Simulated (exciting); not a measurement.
# CdTe (F-43m) in exciting: a series of runs

The runs below take CdTe through band structure, optical spectrum, with WC, WC+TS, LDA+D2.

All numbers are computed with exciting (release sodium); they aren't measurements. Logs are shortened: lines on timing, memory, paths and dates and some standing lists are left out, and cuts for length are marked.

## Step 1: The structure

Symmetry: F-43m, No. 216, cubic system. Conventional cell: a = 6.410 Å, b = 6.410 Å, c = 6.410 Å, α = 90.00°, β = 90.00°, γ = 90.00°. Te (site symmetry -43m) is surrounded by 4 Cd at 2.78 Å. Cd (site symmetry -43m) is surrounded by 4 Te at 2.78 Å.

## Step 2: Band structure, WC, spin-orbit coupling, no magnetisation (volume scaled by 1.04)

input.xml

```xml
<input>
  <title>CdTe</title>
  <structure speciespath="./" tshift="false">
    <crystal scale="1.88972612463">
      <basevect>0.000000000000 3.247175889200 3.247175889200</basevect>
      <basevect>3.247175889200 0.000000000000 3.247175889200</basevect>
      <basevect>3.247175889200 3.247175889200 0.000000000000</basevect>
    </crystal>
    <species speciesfile="Te.xml" rmt="2.3">
      <atom coord="0.750000000000 0.750000000000 0.750000000000"/>
    </species>
    <species speciesfile="Cd.xml" rmt="2.3">
      <atom coord="0.000000000000 0.000000000000 0.000000000000"/>
    </species>
  </structure>
  <groundstate do="fromscratch" ngridk="5 5 5" rgkmax="8" gmaxvr="14" lmaxapw="10" lmaxmat="10" lmaxvr="8" stype="Fermi Dirac" swidth="0.00183747" nempty="20" ValenceRelativity="iora*" epsengy="1e-05" epspot="1e-05" maxscl="60" outputlevel="normal" vkloff="0.25 0.25 0.25">
    <libxc exchange="XC_GGA_X_WC" correlation="XC_GGA_C_PBE"/>
    <spin spinorb="true"/>
  </groundstate>
  <properties>
    <bandstructure>
      <plot1d>
        <path steps="120">
          <point coord="0 0 0" label="G"/>
          <point coord="0.5 0 0.5" label="X"/>
          <point coord="0.5 0.25 0.75" label="W"/>
          <point coord="0.375 0.375 0.75" label="K"/>
          <point coord="0 0 0" label="G"/>
          <point coord="0.5 0.5 0.5" label="L"/>
          <point coord="0.625 0.25 0.625" label="U"/>
          <point coord="0.5 0.25 0.75" label="W"/>
          <point coord="0.5 0.5 0.5" label="L"/>
          <point coord="0.375 0.375 0.75" label="K" breakafter="true"/>
          <point coord="0.625 0.25 0.625" label="U"/>
          <point coord="0.5 0 0.5" label="X"/>
        </path>
      </plot1d>
    </bandstructure>
    <chargedensityplot>
      <plot3d>
        <box grid="23 23 23">
          <origin coord="0 0 0"/>
          <point coord="1 0 0"/>
          <point coord="0 1 0"/>
          <point coord="0 0 1"/>
        </box>
      </plot3d>
    </chargedensityplot>
    <elfplot>
      <plot3d>
        <box grid="23 23 23">
          <origin coord="0 0 0"/>
          <point coord="1 0 0"/>
          <point coord="0 1 0"/>
          <point coord="0 0 1"/>
        </box>
      </plot3d>
    </elfplot>
    <exccplot>
      <plot3d>
        <box grid="23 23 23">
          <origin coord="0 0 0"/>
          <point coord="1 0 0"/>
          <point coord="0 1 0"/>
          <point coord="0 0 1"/>
        </box>
      </plot3d>
    </exccplot>
  </properties>
</input>
```

Potentials or basis: all-electron LAPW+lo, shipped species files, valence relativity iora*.

The run is started by

```sh
$ OMP_NUM_THREADS=1 exciting_smp
```

INFO.OUT:

```text
================================================================================
EXCITING SODIUM started
All units are atomic (Hartree, Bohr, etc.)
================================================================================

********************************************************************************
* Ground-state run starting from atomic densities                              *
********************************************************************************

++++++++++++++++++++++++++++++++++++++++++++++++++++++++++++++++++++++++++++++++
+ Starting initialization                                                      +
++++++++++++++++++++++++++++++++++++++++++++++++++++++++++++++++++++++++++++++++

 Lattice vectors (cartesian) :
      0.0000000000      6.1362731091      6.1362731091
      6.1362731091      0.0000000000      6.1362731091
      6.1362731091      6.1362731091      0.0000000000

 Reciprocal lattice vectors (cartesian) :
     -0.5119708001      0.5119708001      0.5119708001
      0.5119708001     -0.5119708001      0.5119708001
      0.5119708001      0.5119708001     -0.5119708001

 Unit cell volume                           :     462.1085858143
 Brillouin zone volume                      :       0.5367790624

 Species :    1 (Te)
     parameters loaded from                 :    Te.xml
     name                                   :    tellurium
     nuclear charge                         :     -52.00000000
     electronic charge                      :      52.00000000
     atomic mass                            :  232600.57070000
     muffin-tin radius                      :       2.30000000
     # of radial points in muffin-tin       :     400

     atomic positions (lattice) :
       1 :   0.75000000  0.75000000  0.75000000

 Species :    2 (Cd)
     parameters loaded from                 :    Cd.xml
     name                                   :    cadmium
     nuclear charge                         :     -48.00000000
     electronic charge                      :      48.00000000
     atomic mass                            :  204912.71750000
     muffin-tin radius                      :       2.30000000
     # of radial points in muffin-tin       :     400

     atomic positions (lattice) :
       1 :   0.00000000  0.00000000  0.00000000

 Total number of atoms per unit cell        :       2

 Spin treatment                             :    spin-polarised
 Spin-orbit coupling is included
 Global magnetic field (cartesian) :        0.00000000   0.00000000   0.00000000
 non-collinear magnetisation

 Number of Bravais lattice symmetries       :      48
 Number of crystal symmetries               :      24

 k-point grid                               :       5    5    5
 k-point offset :       0.250000  0.250000  0.250000
 Total number of k-points                   :      35
 k-point set is reduced with crystal symmetries

 R^MT_min * |G+k|_max (rgkmax)              :       8.00000000
 Species with R^MT_min                      :       1 (Te)
 Maximum |G+k| for APW functions            :       3.47826087
 Maximum |G| for potential and density      :      14.00000000

 G-vector grid sizes                        :      40    40    40
 Total number of G-vectors                  :   21547

 Maximum angular momentum used for
     APW functions                          :      10
     computing H and O matrix elements      :      10
     potential and density                  :       8
     inner part of muffin-tin               :       2

 Total nuclear charge                       :    -100.00000000
 Total electronic charge                    :     100.00000000
 Total core charge                          :      66.00000000
 Total valence charge                       :      34.00000000

 Number of empty states                     :      20
 Total number of valence states             :      76

 Maximum Hamiltonian size                   :     361
 Maximum number of plane-waves              :     335
 Total number of local-orbitals             :      26

 Exchange-correlation type                  :     100
     libxc; exchange: Wu & Cohen; correlation: Perdew, Burke & Ernzerhof (see libxc for references)

 Smearing scheme                            :    Fermi-Dirac
 Smearing width                             :       0.00183747

 Using multisecant Broyden potential mixing

++++++++++++++++++++++++++++++++++++++++++++++++++++++++++++++++++++++++++++++++
+ Ending initialization                                                        +
++++++++++++++++++++++++++++++++++++++++++++++++++++++++++++++++++++++++++++++++

********************************************************************************
* Groundstate module started                                                   *
********************************************************************************
 Output level for this task is set to normal

++++++++++++++++++++++++++++++++++++++++++++++++++++++++++++++++++++++++++++++++
+ Self-consistent loop started                                                 +
++++++++++++++++++++++++++++++++++++++++++++++++++++++++++++++++++++++++++++++++
 Density and potential initialised from atomic data

++++++++++++++++++++++++++++++++++++++++++++++++++++++++++++++++++++++++++++++++
+ SCF iteration number :    1                                                  +
++++++++++++++++++++++++++++++++++++++++++++++++++++++++++++++++++++++++++++++++
 Total energy                               :    -12388.35592273
 _______________________________________________________________
 Fermi energy                               :         0.14517941
 Kinetic energy                             :     13055.91614521
 Coulomb energy                             :    -25114.89302829
 Exchange energy                            :      -324.00151055
 Correlation energy                         :        -5.37752910
 No external B-field energy in total energy

 DOS at Fermi energy (states/Ha/cell)       :         0.00187570

 Electron charges :
     core                                   :        66.00000000
     core leakage                           :         0.00336295
     valence                                :        34.00000000
     interstitial                           :         4.96473814
     charge in muffin-tin spheres :
                  atom     1    Te          :        49.17454542
                  atom     2    Cd          :        45.86071644
     total charge in muffin-tins            :        95.03526186
     total charge                           :       100.00000000

 Moments :
     interstitial                 :    -0.00000000     0.00000000    -0.00000000
     moment in muffin-tin spheres :
         atom     1    Te         :    -0.00000000     0.00000000    -0.00000000
         atom     2    Cd         :     0.00000000    -0.00000000    -0.00000000
     total moment in muffin-tins  :    -0.00000000    -0.00000000    -0.00000000
     total moment                 :    -0.00000000     0.00000000    -0.00000000
[... 496 lines left out ...]
 Electron charges :
     core                                   :        66.00000000
     core leakage                           :         0.00332909
     valence                                :        34.00000000
     interstitial                           :         4.96458870
     charge in muffin-tin spheres :
                  atom     1    Te          :        49.05778623
                  atom     2    Cd          :        45.97762507
     total charge in muffin-tins            :        95.03541130
     total charge                           :       100.00000000

 Moments :
     interstitial                 :    -0.00000000    -0.00000000    -0.00000000
     moment in muffin-tin spheres :
         atom     1    Te         :    -0.00000000    -0.00000000    -0.00000000
         atom     2    Cd         :     0.00000000     0.00000000    -0.00000000
     total moment in muffin-tins  :     0.00000000     0.00000000    -0.00000000
     total moment                 :    -0.00000000    -0.00000000    -0.00000000

 RMS change in effective potential (target) :  0.237457E-07  ( 0.100000E-04)
 Absolute change in total energy   (target) :  0.686987E-06  ( 0.100000E-04)
 Charge distance                   (target) :  0.410291E-09  ( 0.100000E-04)

++++++++++++++++++++++++++++++++++++++++++++++++++++++++++++++++++++++++++++++++
| Convergency criteria checked for the last 2 iterations                       +
| Convergence targets achieved. Performing final SCF iteration                 +
++++++++++++++++++++++++++++++++++++++++++++++++++++++++++++++++++++++++++++++++
 Total energy                               :    -12391.49232903
 _______________________________________________________________
 Fermi energy                               :         0.13902551
 Kinetic energy                             :     13053.13952526
 Coulomb energy                             :    -25115.18918319
 Exchange energy                            :      -324.06340082
 Correlation energy                         :        -5.37927027
 No external B-field energy in total energy

 DOS at Fermi energy (states/Ha/cell)       :         0.01553560

 Electron charges :
     core                                   :        66.00000000
     core leakage                           :         0.00332909
     valence                                :        34.00000000
     interstitial                           :         4.96458870
     charge in muffin-tin spheres :
                  atom     1    Te          :        49.05778623
                  atom     2    Cd          :        45.97762507
     total charge in muffin-tins            :        95.03541130
     total charge                           :       100.00000000

 Moments :
     interstitial                 :    -0.00000000     0.00000000    -0.00000000
     moment in muffin-tin spheres :
         atom     1    Te         :    -0.00000000     0.00000000     0.00000000
         atom     2    Cd         :    -0.00000000    -0.00000000     0.00000000
     total moment in muffin-tins  :    -0.00000000    -0.00000000     0.00000000
     total moment                 :    -0.00000000     0.00000000    -0.00000000

++++++++++++++++++++++++++++++++++++++++++++++++++++++++++++++++++++++++++++++++
+ Self-consistent loop stopped                                                 +
++++++++++++++++++++++++++++++++++++++++++++++++++++++++++++++++++++++++++++++++
 STATE.OUT is written

********************************************************************************
* Groundstate module stopped                                                   *
********************************************************************************

--------------------------------------------------------------------------------
- CAUTION! Warnings have been written in file WARNING.OUT !                    -
--------------------------------------------------------------------------------
================================================================================
| EXCITING SODIUM stopped                                                      =
================================================================================
```

Run time: 6.8 min. Hardware: 1 thread of Arm Neoverse V1, shared host; peak memory 0.22 GiB.

What came out:

* Band gap along the path: 0.32 eV, direct
* All electrons inside the program's atomic spheres: Te 49.06; Cd 45.98 (radii Te 2.3, Cd 2.3 bohr)

Levels at the corners of the path, in eV from the valence-band top:
```tsv
point	band 31	band 32	band 33	band 34	band 35	band 36	band 37	band 38
Γ	0.00	0.00	0.00	0.00	0.32	0.32	4.07	4.07
X	-2.30	-2.30	-1.97	-1.97	2.24	2.24	2.33	2.33
W	-2.88	-2.44	-2.43	-2.40	3.68	4.08	4.32	4.37
K	-3.00	-2.72	-1.81	-1.78	2.52	2.55	4.06	4.25
Γ	0.00	0.00	0.00	0.00	0.32	0.32	4.07	4.07
L	-1.31	-1.31	-0.80	-0.80	1.43	1.43	4.81	4.81
U	-3.00	-2.72	-1.81	-1.78	2.52	2.55	4.06	4.25
W	-2.88	-2.44	-2.43	-2.40	3.68	4.08	4.32	4.37
L	-1.31	-1.31	-0.80	-0.80	1.43	1.43	4.81	4.81
K	-3.00	-2.72	-1.81	-1.78	2.52	2.55	4.06	4.25
U	-3.00	-2.72	-1.81	-1.78	2.52	2.55	4.06	4.25
X	-2.30	-2.30	-1.97	-1.97	2.24	2.24	2.33	2.33
```

Caveat: total energies with spin-orbit coupling aren't reliable in this program, so none is listed and the log's shouldn't be used.

(Part 1 of 2 ends here.)
